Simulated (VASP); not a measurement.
# BeTe in VASP: one cell, several levels of theory

The task here is to estimate one member of a computed series from the others.

The runs shown are made with VASP 6.6.1. PAW datasets, plane waves. All values are calculated for a non-magnetic cell, which may be hypothetical.

## Starting point

The cell comes from an earlier relaxation with r2SCAN in another program.

The symmetry is Fm-3m (No. 225, cubic); conventional cell a = 5.366 Å, 19.32 Å³ an atom. Near Be stand 6 Te at 2.68 Å; near Te stand 6 Be at 2.68 Å.

As a file:

```cif
data_structure
_symmetry_space_group_name_H-M 'P 1'
_symmetry_Int_Tables_number 1
_cell_length_a 3.7947
_cell_length_b 3.7947
_cell_length_c 3.7947
_cell_angle_alpha 60.000
_cell_angle_beta 60.000
_cell_angle_gamma 60.000
_cell_volume 38.64
loop_
_atom_site_label
_atom_site_type_symbol
_atom_site_fract_x
_atom_site_fract_y
_atom_site_fract_z
_atom_site_occupancy
Be1 Be 0.00000 0.00000 0.00000 1
Te1 Te 0.50000 0.50000 0.50000 1
```

Set-up of the first run:

Input file INCAR:

```
ENCUT = 520.000000
SIGMA = 0.020000
EDIFF = 1.00e-07
GGA = PE
PREC = Accurate
IBRION = -1
ISIF = 2
ISMEAR = -1
NBANDS = 11
NELM = 120
NSW = 0
LASPH = .TRUE.
LCHARG = .FALSE.
LWAVE = .FALSE.
LREAL = .FALSE.
```

Input file KPOINTS:

```
KPOINTS created by Atomic Simulation Environment
0
Gamma
8 8 8
0 0 0
```

Input file KPOINTS_OPT:

```
special points
7
Reciprocal
0.0000000000 0.0000000000 0.0000000000 1
0.5000000000 0.0000000000 0.5000000000 1
0.5000000000 0.2500000000 0.7500000000 1
0.3750000000 0.3750000000 0.7500000000 1
0.5000000000 0.5000000000 0.5000000000 1
0.6250000000 0.2500000000 0.6250000000 1
0.1500000000 0.1500000000 0.3000000000 1
```

Input file POSCAR:

```
Be Te
 1.0000000000000000
     0.0000000000000000    2.6832298834472250    2.6832298834472250
     2.6832298834472250    0.0000000000000000    2.6832298834472250
     2.6832298834472250    2.6832298834472250   -0.0000000000000000
 Be  Te
   1   1
Cartesian
 -0.0000000000000000  0.0000000000000000  0.0000000000000000
  2.6832298834472250  2.6832298834472250  2.6832298834472250
```

The run uses the recommended PBE PAW datasets (8 valence electrons a neutral cell).

Among the steps run: Single point with PBE; r2SCAN; LDA; Single point with PBEsol; Single point with PBE+SOC.

One of the session's tables, all rows but one given; the rest of the session is left out.

```
  level  gap (eV)  pressure (GPa)
    PBE         ?               ?
 r2SCAN     -1.10            0.02
    LDA     -1.09           -3.83
 PBEsol     -1.15           -2.37
PBE+SOC     -1.20           -0.14
```

Estimate the missing values for PBE.

As computed: gap (eV): -1.18; pressure (GPa): -0.26. In the column «gap (eV)» it lies between PBE+SOC (-1.20) and PBEsol (-1.15).

A negative gap is an overlap of bands.

What this shows: No gap over 0.02 eV opens at any of these levels. The PBE bands overlap with and without spin-orbit coupling. Leaving spin-orbit runs aside: The pressure is highest with r2SCAN (0.0 GPa) and lowest with LDA (-3.8 GPa), which orders the cells that they would relax to.
